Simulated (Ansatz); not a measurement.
# CdO: one crystal by all-electron and frozen-core methods

Does the method matter for CdO? The same cell, functional and mesh are run with full-potential LAPW, PAW with frozen cores and datasets made for this crystal.

Method: DFT PBE, scalar-relativistic, in Ansatz 0.2.0.

## (1) Starting point

Symmetry: Fm-3m, No. 225, cubic system. The conventional cell has a = 4.696 Å, b = 4.696 Å, c = 4.696 Å, α = 90.00°, β = 90.00°, γ = 90.00°. Cd (site symmetry m-3m) has 6 O at 2.35 Å as nearest neighbours. O (site symmetry m-3m) has 6 Cd at 2.35 Å as nearest neighbours.

Structure file:

```
Cd O
1.0
     0.00000    2.34815    2.34815
     2.34815    0.00000    2.34815
     2.34815    2.34815    0.00000
Cd O
1 1
Direct
  0.00000 0.00000 0.00000
  0.50000 0.50000 0.50000
```

The cell comes from a crystallographic database entry that wasn't checked; take it as a given geometry, which may be far from equilibrium.

Atoms are numbered in the order of the input: Cd1, O2.

## (2) Full-potential LAPW

File input.yaml:

```yaml
crystal:
  lattice:
    - [0.0, 2.34815, 2.34815]
    - [2.34815, 0.0, 2.34815]
    - [2.34815, 2.34815, 0.0]
  atoms:
    - { symbol: Cd, position: [0.0, 0.0, 0.0] }
    - { symbol: O, position: [0.5, 0.5, 0.5] }
kpoints:
  mp_grid: { grid: [11, 11, 11] }
  band_path:
    path:
      - [0.0, 0.0, 0.0]
      - [0.5, 0.0, 0.5]
      - [0.625, 0.25, 0.625]
      - [0.375, 0.375, 0.75]
      - [0.0, 0.0, 0.0]
      - [0.5, 0.5, 0.5]
      - [0.5, 0.25, 0.75]
      - [0.5, 0.0, 0.5]
    npoints: 8
scf:
  occupations: { method: fermi_dirac, width: 0.02 }
hamiltonian:
  xc: pbe
  pseudopotentials: { kind: all_electron, lapw: { basis_error: 0.0005 } }
output:
  forces: true
  stress: true
  eigenvalues: true
  populations: true
  dos: { projected: true, de: 0.2, e_range: [-14, 8] }
```

## (3) PAW with frozen cores

input.yaml: that of step 2 with these lines changed.

```diff
@@ -25,3 +25,3 @@
   xc: pbe
-  pseudopotentials: { kind: all_electron, lapw: { basis_error: 0.0005 } }
+  pseudopotentials: { kind: paw }
 output:
@@ -30,3 +30,5 @@
   eigenvalues: true
+  efg: { contact_densities: true }
   populations: true
+  bader: true
   dos: { projected: true, de: 0.2, e_range: [-14, 8] }
```

## (4) Datasets made for this crystal

input.yaml: that of step 3 with these lines changed.

```diff
@@ -25,3 +25,3 @@
   xc: pbe
-  pseudopotentials: { kind: paw }
+  pseudopotentials: { kind: all_electron, datasets: crystal }
 output:
@@ -31,4 +31 @@
   efg: { contact_densities: true }
-  populations: true
-  bader: true
-  dos: { projected: true, de: 0.2, e_range: [-14, 8] }
```

(Steps that only read results are left out.)

What does the calculation give? Wanted: pressure; gap; Bader charges.

As calculated:

```
           quantity                                           value
           pressure  LAPW 6.34, PAW 6.35, crystal datasets 6.34 GPa
         gap (LAPW)                                            none
Bader charges (PAW)                           Cd1 +1.18, O2 -1.18 e
```

What this shows: The pressure of 6.3 GPa pushes the cell to expand, with the atoms held in place. There is no gap at this level: the crystal is a metal or semimetal here, or the functional closes a real gap. Within 0.3 eV of the Fermi level the largest projected share is O 2p (86 %). The projection holds only the free atom's occupied shells (Cd 5s, Cd 4d, O 2s, O 2p in this range). PAW lies less than 0.01 GPa from LAPW in pressure.
